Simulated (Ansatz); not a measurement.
Response to strain in NaBr

The reference is NaBr in the rock salt structure (space group Fm-3m, No. 225; a = 5.9476 Å). Axes: x, y, z lie along the cube axes.

Strains are applied to the cell and any free atomic positions relax; under biaxial strain the out-of-plane vector relaxes too.

All numbers come from Ansatz (a program for electronic structure), r2SCAN, PAW, cutoff 500 eV, scalar-relativistic without spin-orbit coupling.

Candidates:
(a) biaxial strain +2.76 %, plane normal [001], relaxed out of plane
(b) biaxial strain +0.61 %, plane normal [001], relaxed out of plane
(c) uniaxial strain ε_xx = +2.88 %

Notes on the quantities. energy relative to the base: free energy F.

**Question.** Order them by energy relative to the base, lowest first.

**Answer.** (b) biaxial strain +0.61 %, plane normal [001], relaxed out of plane (+0.3 meV/atom), (c) uniaxial strain ε_xx = +2.88 % (+2.8 meV/atom), (a) biaxial strain +2.76 %, plane normal [001], relaxed out of plane (+5.9 meV/atom)

Stability against distortions was not tested.
